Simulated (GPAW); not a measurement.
HfO2:

```xyz
6
Lattice="3.5580 0.0000 0.0000 0.0000 3.5580 0.0000 0.0000 0.0000 5.1719" Properties=species:S:1:pos:R:3 pbc="T T T"
Hf    0.0000    0.0000    0.0000
Hf    1.7790    1.7790    2.5859
O     0.0000    1.7790    1.0199
O     1.7790    0.0000    1.5660
O     1.7790    0.0000    4.1519
O     0.0000    1.7790    3.6059
```

Measurements of this composition are mostly on another form, of space group No. 14.

Base run:

| Quantity | Value |
| --- | --- |
| Program | GPAW 26.7.0 |
| Functional | LDA |
| Potentials or basis | the program's PAW data sets (release 1.2.1) made for this functional |
| Cutoff | 600 eV |
| Basis | pw |
| k mesh | 6 × 6 × 4 |
| Occupations | fermi-dirac, width 0.05 eV |
| Spin | no spin polarisation |

Its results: band gap on the k mesh 4.54 eV, indirect (least direct gap 4.63 eV).

Question: The run is repeated on the same cell with these changes: functional from LDA to TB-mBJ; potentials or basis from the program's PAW data sets (release 1.2.1) made for this functional to GPAW PAW data sets for LDA (gpaw-data 1.2.1); cutoff from 600 eV to 800 eV. What comes out?

Answer: Band gap on the k mesh 6.36 eV, indirect (least direct gap 6.42 eV).

Caveats: spin-orbit coupling is left out, which moves the levels of the heavy elements; a model potential gives levels but no total energy (some runs).

A k mesh can miss the band edges.
